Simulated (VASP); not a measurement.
# CdTe: optical spectrum of independent particles, by functional and spin-orbit coupling

CdTe, F-43m (no. 216), 2 atoms in the cell.

| Functional | Spin-orbit coupling | ε at zero frequency, electronic | Mean energy of the absorption, weighted by Im ε (eV) | Direct gap on the mesh (eV) | Time (s) |
|---|---|---|---|---|---|
| PBE | no | 9.06 | 5.08 | 0.87 | 9.3 |
| LDA | no | 10.32 | 4.88 | 0.65 | 8.4 |
| PBEsol | no | 9.64 | 4.98 | 0.76 | 9.0 |
| r2SCAN | no | 7.44 | 5.57 | 1.38 | 60 |
| TB-mBJ | no | 6.44 | 5.85 | 1.92 | 51 |
| AM05 | no | 9.16 | 5.07 | 0.84 | 13 |
| PBE | yes | 9.78 | 5.02 | 0.60 | 60 |
| TB-mBJ | yes | 6.52 | 5.82 | 1.66 | 451 |

Limits: rows 1, 2, 3, 4, 5, 6: spin-orbit coupling is left out, which can matter with atoms this heavy; the pull between electron and hole is left out; rows 1, 2, 3, 4, 6, 7: the onset follows the functional's gap, which semilocal functionals usually make too small.

## Input of the first row

INCAR:
```
SYSTEM = CdTe
  ALGO = Normal
  CSHIFT = 0.1
  EDIFF = 1E-7
  ENCUT = 320
  GGA = PE
  ISMEAR = 0
  KPAR = 4
  LASPH = .True.
  LCHARG = .False.
  LOPTICS = .True.
  LWAVE = .True.
  NBANDS = 25
  NEDOS = 2000
  PREC = Accurate
  SIGMA = 0.02
```

KPOINTS:
```
k-points
0
Gamma
  12 12 12
```

POSCAR:
```
CdTe
1.0
    0.0000000000      3.2050000000      3.2050000000
    3.2050000000      0.0000000000      3.2050000000
    3.2050000000      3.2050000000      0.0000000000
Te Cd
1 1
Direct
    0.7500000000      0.7500000000      0.7500000000
    0.0000000000      0.0000000000      0.0000000000
```

Commands:
```
cat potpaw_PBE.64/Te/POTCAR potpaw_PBE.64/Cd/POTCAR > POTCAR
mpirun -np 4 vasp_std > vasp.out
```

Changes of row 7 against the first:
```
- NBANDS = 25
+ NBANDS = 50
+ LSORBIT = True
+ MAGMOM = 6*0
+ GGA_COMPAT = False
- vasp_std
+ vasp_ncl
```

VASP 6.6.1 took 9.3 s on 4 cores (AMD EPYC 9R45 (Zen 5)), a shared host.
